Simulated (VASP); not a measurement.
# HfN (Fm-3m) in VASP: relaxation of cell and atoms with PBE

Aim: the relaxation of cell and atoms of HfN with PBE.

Everything below comes from runs of VASP 6.6.1. Logs are shortened: lines on timing, memory, paths and dates and some standing lists are left out, and cuts for length are marked.

### Step 1. The structure

Symmetry: Fm-3m, No. 225, cubic system. Conventional cell: a = 4.512 Å, b = 4.512 Å, c = 4.512 Å, α = 90.00°, β = 90.00°, γ = 90.00°. Around Hf (site symmetry m-3m) lie 6 N at 2.26 Å. N (site symmetry m-3m) is surrounded by 6 Hf at 2.26 Å.

### Step 2. Relaxation of cell and atoms, PBE, target pressure 15 GPa, at which the enthalpy is minimised

The input, INCAR:

```
SYSTEM = HfN
ALGO = Normal ; EDIFF = 1E-6
EDIFFG = -0.02 ; ENCUT = 600
GGA = PE ; IBRION = 2
ISIF = 3 ; ISMEAR = 1
LASPH = .TRUE. ; LCHARG = .FALSE.
LREAL = .FALSE. ; LWAVE = .FALSE.
NELM = 80 ; NSW = 40
PREC = Accurate ; PSTRESS = 150
SIGMA = 0.1
```

The input, KPOINTS:

```
k-points
0
G
  15 15 15
  0 0 0
```

The input, POSCAR:

```
HfN
1.0
    0.0000000000      2.2560000000      2.2560000000
    2.2560000000      0.0000000000      2.2560000000
    2.2560000000      2.2560000000      0.0000000000
Hf N
1 1
Direct
    0.0000000000      0.0000000000      0.0000000000
    0.5000000000      0.5000000000      0.5000000000
```

Potentials or basis: VASP PAW PBE potentials, release 64 (Hf_pv, N).

The run is started by

```console
$ cat potpaw_PBE.64/Hf_pv/POTCAR potpaw_PBE.64/N/POTCAR > POTCAR
$ mpirun -np 1 vasp_std > vasp.out
```

OUTCAR:

```text
SYSTEM = HfN
   EDIFF = 1E-6
   EDIFFG = -0.02
   ENCUT = 600
   GGA = PE
   IBRION = 2
   ISIF = 3
   ISMEAR = 1
   LASPH = .TRUE.
   LREAL = .FALSE.
   NELM = 80
   NSW = 40
   PREC = Accurate
   PSTRESS = 150

 ion  position               nearest neighbor table
   1  0.000  0.000  0.000-   2 2.26   2 2.26   2 2.26   2 2.26   2 2.26   2 2.26
   2  0.500  0.500  0.500-   1 2.26   1 2.26   1 2.26   1 2.26   1 2.26   1 2.26

  LATTYP: Found a face centered cubic cell.
 ALAT       =     4.5120000000

  Lattice vectors:

 A1 = (   0.0000000000,   2.2560000000,   2.2560000000)
 A2 = (   2.2560000000,   0.0000000000,   2.2560000000)
 A3 = (   2.2560000000,   2.2560000000,   0.0000000000)

Analysis of symmetry for initial positions (statically):
=====================================================================
 Subroutine PRICEL returns:
 Original cell was already a primitive cell.

 Routine SETGRP: Setting up the symmetry group for a
 face centered cubic supercell.

 Subroutine GETGRP returns: Found 48 space group operations
 (whereof 48 operations were pure point group operations)
 out of a pool of 48 trial point group operations.

The static configuration has the point symmetry O_h .

Analysis of symmetry for dynamics (positions and initial velocities):
=====================================================================
 Subroutine PRICEL returns:
 Original cell was already a primitive cell.

 Routine SETGRP: Setting up the symmetry group for a
 face centered cubic supercell.

 Subroutine GETGRP returns: Found 48 space group operations
 (whereof 48 operations were pure point group operations)
 out of a pool of 48 trial point group operations.

The dynamic configuration has the point symmetry O_h .

 Subroutine INISYM returns: Found 48 space group operations
 (whereof 48 operations are pure point group operations),
 and found     1 'primitive' translations

----------------------------------------------------------------------------------------

                                     Primitive cell

  volume of cell :      22.9640

  direct lattice vectors                    reciprocal lattice vectors
     0.000000000  2.256000000  2.256000000    -0.221631206  0.221631206  0.221631206
     2.256000000  0.000000000  2.256000000     0.221631206 -0.221631206  0.221631206
     2.256000000  2.256000000  0.000000000     0.221631206  0.221631206 -0.221631206

  length of vectors
[... 100 lines left out ...]
   IMIX   =      4    mixing-type and parameters
     AMIX     =   0.40;   BMIX     =  1.00
     AMIX_MAG =   1.60;   BMIX_MAG =  1.00
  volume/ion in A,a.u.               =      11.48        77.48
  Fermi-wavevector in a.u.,A,eV,Ry     =   1.420440  2.684242 27.451783  2.017649
  Thomas-Fermi vector in A             =   2.541355
   LORBIT       =      0    0 simple, 1 ext, 2 COOP (PROOUT), +10 PAW based schemes
   GGA     = PE    functional components
   LHFCALC =     F    Hartree Fock is set to
   AEXX    =    0.0000 exact exchange contribution
   IVDW    =     0    specifies the selected vdW correction
   LEPSILON=     F    determine dielectric tensor
   LRPA    =     F    only Hartree local field effects (RPA)
 conjugate gradient relaxation of ions
 non-spin polarized calculation
 Methfessel and Paxton  Order N= 1 SIGMA  =   0.10
  energy-cutoff  :      600.00
  volume of cell :       22.96
 maximum number of plane-waves:       785
 NGX is ok and might be reduce to    28
   NGX = 13   NGY = 13   NGZ = 13

--------------------------------------- Ionic step        1  -------------------------------------------

 number of electron      15.0000002 magnetization

 Free energy of the ion-electron system (eV)
  ---------------------------------------------------
  ext. energy  EPLUGINS =         0.00000000
  ---------------------------------------------------
  free energy    TOTEN  =       -21.75491376 eV

  energy without entropy =      -21.75507773  energy(sigma->0) =      -21.75496842

------------------------ aborting loop because EDIFF is reached ----------------------------------------

  FORCE on cell =-STRESS in cart. coord.  units (eV):
  Direction    XX          YY          ZZ          XY          YZ          ZX
  --------------------------------------------------------------------------------------
  -------------------------------------------------------------------------------------
  Total        0.5793993      0.5793993      0.5793993      0.0000000      0.0000000      0.0000000
  in kB       40.4241844     40.4241844     40.4241844      0.0000000      0.0000000      0.0000000
  external PRESSURE =    -109.5758156 kB  Pullay stress =     150.0000000 kB
[... 101 lines left out ...]
--------------------------------------- Ionic step        4  -------------------------------------------

 number of electron      15.0000000 magnetization

 Free energy of the ion-electron system (eV)
  ---------------------------------------------------
  ext. energy  EPLUGINS =         0.00000000
  ---------------------------------------------------
  free energy    TOTEN  =       -21.70864770 eV

  energy without entropy =      -21.70881534  energy(sigma->0) =      -21.70870358

 E-fermi :   8.7692     XC(G=0): -12.9401

 val. band max:        8.7344261291   @ k =   0.2667   0.0667   0.0000
 cond. band min:       8.7836063696   @ k =  -0.1333   0.0667   0.0000
 fundamental gap:      0.0491802405
 Fermi energy:         8.7691644313

 k-point     1 :       0.0000    0.0000    0.0000
  band No.  band energies     occupation
      1     -22.2564      2.00000
      2     -22.2564      2.00000
      3     -22.2564      2.00000
      4      -9.0074      2.00000
      5       5.6620      2.00000
      6       5.6620      2.00000
      7       5.6620      2.00000
      8       8.3700      2.00000
      9       8.3700      2.00000
     10       8.3700      2.00000
     11      10.9184      0.00000
[... 309 lines left out ...]
 k-point    24 :       0.2000    0.1333    0.0000
  band No.  band energies     occupation
      1     -22.5801      2.00000
      2     -22.3444      2.00000
      3     -22.3332      2.00000
      4      -8.1765      2.00000
      5       2.6723      2.00000
      6       4.6952      2.00000
      7       4.8244      2.00000
      8       7.3883      2.00000
      9      10.3937     -0.00000
     10      10.4318     -0.00000
     11      11.6352      0.00000

 [... further k-points ...]

------------------------ aborting loop because EDIFF is reached ----------------------------------------

  FORCE on cell =-STRESS in cart. coord.  units (eV):
  Direction    XX          YY          ZZ          XY          YZ          ZX
  --------------------------------------------------------------------------------------
  -------------------------------------------------------------------------------------
  Total        2.0713554      2.0713554      2.0713554     -0.0000000      0.0000000     -0.0000000
  in kB      149.6952737    149.6952737    149.6952737     -0.0000000      0.0000000     -0.0000000
  external PRESSURE =      -0.3047263 kB  Pullay stress =     150.0000000 kB
[... 21 lines left out ...]
  energy  without entropy=      -21.7088153442  energy(sigma->0) =      -21.70870358

  enthalpy is  TOTEN    =       -19.6330757767 eV   P V=        2.0755719223

 reached required accuracy - stopping structural energy minimisation
```

OSZICAR:

```text
N       E                     dE             d eps       ncg     rms          rms(c)
DAV:   1     0.448691966770E+02    0.44869E+02   -0.89614E+03  2640   0.144E+03
DAV:   2    -0.221192154065E+02   -0.66988E+02   -0.63170E+02  3477   0.280E+02
DAV:   3    -0.247352852613E+02   -0.26161E+01   -0.25926E+01  3427   0.488E+01
DAV:   4    -0.247596013320E+02   -0.24316E-01   -0.24199E-01  3152   0.474E+00
[... 30 lines left out ...]
       N       E                     dE             d eps       ncg     rms          rms(c)
DAV:   1    -0.217086879686E+02    0.17931E-02   -0.11336E-03  2658   0.347E-01    0.120E-01
DAV:   2    -0.217086567157E+02    0.31253E-04   -0.51861E-05  2784   0.710E-02    0.558E-02
DAV:   3    -0.217086477047E+02    0.90111E-05   -0.19987E-05  2865   0.445E-02    0.331E-02
DAV:   4    -0.217086476990E+02    0.56332E-08   -0.98645E-07  1884   0.111E-02
   4 F= -.19633076E+02 E0= -.19633132E+02  d E =-.281100E-01
```

Wall time 61 s (1 thread of Intel Xeon Platinum 8488C (Sapphire Rapids), shared host); peak memory 0.19 GiB.

Results:

```yaml
Free_energy: -21.7086 eV
Relaxed_volume: 11.08 Å³/atom
Relaxed_cell: a = 3.153 Å, b = 3.153 Å, c = 3.153 Å, α = 60.00°, β = 60.00°, γ = 60.00°
Space_group_after_relaxing_to_0.05_Å: Fm-3m (No. 225)
Energy_change_on_relaxing_the_enthalpy_is_what_falls: +23.1 meV/atom
Ionic_steps: 4
Pressure_after_relaxing: 15.0 GPa
Band_gap_on_the_k_mesh: none (metal or under the smearing width)
```

Step by step:
| step | energy change (eV) | largest force (eV/Å) | pressure (GPa) | volume (Å³) |
| --- | --- | --- | --- | --- |
| 1 | 0.0000 | 0.0000 | 4.04 | 22.96 |
| 2 | 0.3657 | 0.0000 | 46.77 | 20.45 |
| 3 | 0.0444 | 0.0000 | 14.67 | 22.19 |
| 4 | 0.0463 | 0.0000 | 14.97 | 22.17 |

Final structure:
```
CELL_PARAMETERS angstrom
0.00000 2.22968 2.22968
2.22968 0.00000 2.22968
2.22968 2.22968 0.00000
ATOMIC_POSITIONS crystal
Hf 0.00000 0.00000 0.00000
N 0.50000 0.50000 0.50000
```

Caveat: the cell is relaxed towards a set pressure, so the enthalpy falls and the energy may rise.
